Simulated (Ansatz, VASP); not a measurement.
# MgSi4N2: VASP beside Ansatz

The input INCAR:

```
SYSTEM = MgSi4N2
PREC     = Accurate       ! precision mode
ENCUT    = 520            ! plane-wave cutoff, eV
EDIFF    = 1E-7           ! SCF threshold, eV
ISMEAR   = 0              ! smearing method
SIGMA    = 0.2            ! smearing width, eV
LREAL    = .False.        ! projectors in reciprocal space
LASPH    = .True.         ! aspherical terms in the spheres
NELM     = 60             ! most SCF steps
ALGO     = Normal         ! electronic algorithm
ISIF     = 2              ! what is computed and relaxed
LWAVE    = .False.        ! write WAVECAR
LCHARG   = .True.         ! write CHGCAR
GGA      = PE             ! functional
LELF     = .True.         ! ELF
LVHAR    = .True.       
NBANDS   = 23             ! bands
```

KPOINTS

```
regular mesh
0
Gamma
  6 6 6
  0 0 0
```

Contents of POSCAR:

```
MgSi4N2
1.0
   -3.5618512617      0.0000000000      0.0000000000
   -1.7809256308     -3.2979746457      4.4949909817
   -1.7809256308      3.2979746457      4.4949909817
Mg Si N
1 4 2
Direct
    0.0000000000      0.0000000000      0.0000000000
    0.3218250185      0.8609663840      0.4953835791
    0.6781749815      0.1390336160      0.5046164209
    0.3218250185      0.4953835791      0.8609663840
    0.6781749815      0.5046164209      0.1390336160
    0.5000000000      0.2113093249      0.7886906751
    0.5000000000      0.7886906751      0.2113093249
```

Input for Ansatz:

```yaml
crystal:
  lattice:
    - [-3.5618512617, 0.0, 0.0]
    - [-1.7809256308, -3.2979746457, 4.4949909817]
    - [-1.7809256308, 3.2979746457, 4.4949909817]
  atoms:
    - { symbol: Mg, position: [0.0, 0.0, 0.0] }
    - { symbol: Si, position: [0.3218250185, 0.860966384, 0.4953835791] }
    - { symbol: Si, position: [0.6781749815, 0.139033616, 0.5046164209] }
    - { symbol: Si, position: [0.3218250185, 0.4953835791, 0.860966384] }
    - { symbol: Si, position: [0.6781749815, 0.5046164209, 0.139033616] }
    - { symbol: "N", position: [0.5, 0.2113093249, 0.7886906751] }
    - { symbol: "N", position: [0.5, 0.7886906751, 0.2113093249] }
basis:
  ecutwfc: 420
kpoints:
  mp_grid: { grid: [6, 6, 6] }
hamiltonian:
  xc: pbe
scf:
  occupations: { method: gaussian, width: 0.2 }
  lower_state_search: "off"
output:
  forces: true
  stress: true
  eigenvalues: true
```

Alike in both runs: task single point; functional PBE; k mesh 6 × 6 × 6; occupations gaussian, width 0.2 eV; no spin polarisation.

|  | VASP | Ansatz |
| --- | --- | --- |
| version | VASP 6.6.1 | Ansatz 0.2.0 |
| potentials or method | VASP PAW PBE potentials, release 64 (Mg, Si, N) | scalar-relativistic, plane waves, PAW |
| plane-wave cutoff (eV) | 520 | 420 |
| valence electrons in the cell | 28 | 36 |

|  | VASP | Ansatz | Ansatz less VASP |
| --- | --- | --- | --- |
| gap on the k mesh at the Fermi level (eV) | none | none | - |
| pressure (GPa) | -0.1 | 0.1 | +0.20 |
| largest component of the traceless stress (GPa) | 0.35 | 0.33 | -0.020 |
| rms of the force components (eV/Å) | 0.014 | 0.016 | +0.0018 |

Atom by atom the forces differ by 0.005 eV/Å (rms over components). A gap of «none» marks a metal or a gap that the smearing closes. The functional is the same, so the differences come from potentials, cutoffs and numerics. The two sets of potentials don't hold the same shells in valence.
